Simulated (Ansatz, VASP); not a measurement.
## Si2C in VASP and in Ansatz

```xyz
6
Lattice="0.0000 0.0000 2.8843 5.0641 0.0000 0.0000 0.0000 5.0641 0.0000" Properties=species:S:1:pos:R:3 pbc="T T T"
Si    1.5421    1.5421    0.0000
Si    0.9899    4.0742    1.4422
Si    3.5220    3.5220    0.0000
Si    4.0742    0.9899    1.4422
C     0.0000    5.0641    0.0000
C     2.5321    2.5321    1.4422
```

Alike in both runs: task single point; functional PBE; k mesh 8 × 6 × 6; occupations gaussian, width 0.1 eV; no spin polarisation.

|  | VASP | Ansatz |
| --- | --- | --- |
| version | VASP 6.6.1 | Ansatz 0.2.0 |
| potentials or method | VASP PAW PBE potentials, release 64 (Si, C) | scalar-relativistic, plane waves, PAW |
| plane-wave cutoff (eV) | 520 | 420 |
| valence electrons in the cell | 24 | 24 |

VASP gave:

```
gap on the k mesh at the Fermi level (eV)       : none
pressure (GPa)                                  : 0.5
largest component of the traceless stress (GPa) : 1.76
rms of the force components (eV/Å)              : 0.025
```

Task: What did Ansatz give for the same quantities?

Result: gap on the k mesh at the Fermi level (eV): none; pressure (GPa): 0.5; largest component of the traceless stress (GPa): 1.71; rms of the force components (eV/Å): 0.023.

Atom by atom the forces differ by 0.002 eV/Å (rms over components). A gap of «none» marks a metal or a gap that the smearing closes.
